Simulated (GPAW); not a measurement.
The system is SiGe.

```
CELL_PARAMETERS angstrom
3.90445 0.00000 0.00000
-1.95223 3.38135 0.00000
0.00000 0.00000 6.45078
ATOMIC_POSITIONS crystal
Ge 0.33333 0.66667 0.00039
Ge 0.66667 0.33333 0.50039
Si 0.33333 0.66667 0.37461
Si 0.66667 0.33333 0.87461
```

The cell comes from a database or a generator and needn't be the stable form of this composition.

Base run:

| Property | Result |
| --- | --- |
| Program | GPAW 26.7.0 |
| Functional | PBEsol |
| Potentials or basis | PAW data sets generated in the run's folder for this functional |
| Cutoff | 600 eV |
| Basis | pw |
| k mesh | 8 × 8 × 4 |
| Occupations | fermi-dirac, width 0.05 eV |
| Spin | no spin polarisation |

Its results: band gap on the k mesh 0.34 eV, indirect (least direct gap 0.41 eV); pressure 0.4 GPa; largest force 0.015 eV/Å.

The run is repeated on the same cell with these changes: spin from no spin polarisation to spin-orbit coupling, no magnetisation. What comes out?

Band gap on the k mesh 0.28 eV, indirect (least direct gap 0.34 eV); pressure 0.4 GPa; largest force 0.015 eV/Å.

Spin-orbit coupling splits the band edges, which narrows the gap.

Caveats: spin-orbit coupling was added after a scalar SCF, so levels and gaps hold it while energy, forces, pressure and moments don't (some runs); this program's spin-orbit splittings come out too wide for heavy elements (some runs).
